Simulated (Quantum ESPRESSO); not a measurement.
**A worked fit of the energy of slabs against their depth, with one run withheld: the (001) slab of NaBr (cut from a parent of space group no. 225; 4 atoms in the cell)**

```
CELL_PARAMETERS angstrom
      4.20032     0.00000     0.00000
     -4.20032     4.20032     0.00000
      0.00000     0.00000    16.96999
ATOMIC_POSITIONS crystal
  Br 0.00000 0.50000 0.58751
  Br 0.00000 0.00000 0.41249
  Na 0.00000 0.00000 0.58751
  Na 0.00000 0.50000 0.41249
```
(The smallest cell of the table.)

Computed with PBE, GBRV 1.5 ultrasoft (PBE) pseudopotentials (plane waves; Quantum ESPRESSO).

Base settings: ecutwfc = 40 Ry; ecutrho = 200 Ry; occupations = smearing; smearing = fd; degauss = 0.00147 Ry; potentials = {Br: br_pbe_v1.4.uspp.F.UPF, Na: na_pbe_v1.5.uspp.F.UPF}; K_POINTS = automatic 4 4 1 0 0 0; conv_thr = 1e-09 Ry; mixing_beta = 0.4.

The starting cell has typed, rounded lattice constants, without a prior relaxation at this level. The slab is cut from that crystal, and its faces are unrelaxed. Its lattice was rescaled by up to half a per cent. Spin polarisation is off, though cut faces can carry moments; a gap of a slab can lie between surface states.

Deep slabs follow E = 2Aγ + N·e, so a straight line through E against N gives the surface energy without a separate bulk run; a round N·e is taken off to keep the numbers short. The area A is 17.643 Å².

| atoms N | E − N·(-968.877 eV) (eV) |
|---|---|
| 4 | 0.2065 |
| 8 | 0.1571 |
| 12 | 0.1066 |
| 16 | ? |
| 20 | 0.0056 |

Problem. Fit the line to the 4 rows given and predict the withheld one.

Solution. Means: x̄ = 11.000, ȳ = 0.11895. Σ(x − x̄)(y − ȳ) = -1.760 and Σ(x − x̄)² = 140.0, so b = -0.01257 and a = ȳ − b·x̄ = 0.25722; γ = a/2A = 0.117 J/m² (unrelaxed) and e = -968.8896 eV per atom. The largest residual of the fitted rows is 0.00044. At x = 16 the line gives 0.0561 eV. The run gave 0.0560 eV, a miss of 0.0001 eV. The rows were chosen because the form fits them, the withheld one included, so this shows the method and is no test of the form.
